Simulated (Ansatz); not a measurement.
# Two-dimensional strain map in Li

Level of theory: DFT PBE, scalar-relativistic, plane waves, PAW (Ansatz). Cutoff 420 eV, Γ-centred 20×20×20 k-points, Gaussian smearing of 0.15 eV. No spin polarisation. Energies are free energies at this smearing, counted from the undisturbed cell; pressure is positive in compression.

The undisturbed cell (as given, not relaxed at this level; it stands at -0.7 GPa):

```yaml
crystal:
  lattice:
    - [-1.75000, 1.75000, 1.75000]
    - [1.75000, -1.75000, 1.75000]
    - [1.75000, 1.75000, -1.75000]
  atoms:
    - { symbol: Li, position: [0.00000, 0.00000, 0.00000] }
```

The cell is strained by p along both x and y and by q along z, fractional coordinates fixed. Points are written (p, q).

p was sampled at -0.030, -0.015, 0.000, 0.015, 0.030 and q at -0.030, -0.015, 0.000, 0.015, 0.030.

Problem. Where on the computed points is the energy highest, and how high?

Solution. At (0.030, 0.030): 14.6 meV/atom.

Problem. Away from (0, 0), which computed point is lowest?

Solution. (-0.030, 0.000): -2.8 meV/atom.

The map, in meV/atom:

| p \ q | -0.030 | -0.015 | 0.000 | 0.015 | 0.030 |
| --- | --- | --- | --- | --- | --- |
| -0.030 | -1.7 | -2.4 | -2.8 | -2.7 | -2.3 |
| -0.015 | -2.7 | -2.6 | -2.2 | -1.3 | -0.1 |
| 0.000 | -2.2 | -1.3 | 0.0 | 1.6 | 3.5 |
| 0.015 | 0.0 | 1.6 | 3.6 | 5.9 | 8.5 |
| 0.030 | 3.6 | 5.8 | 8.4 | 11.4 | 14.6 |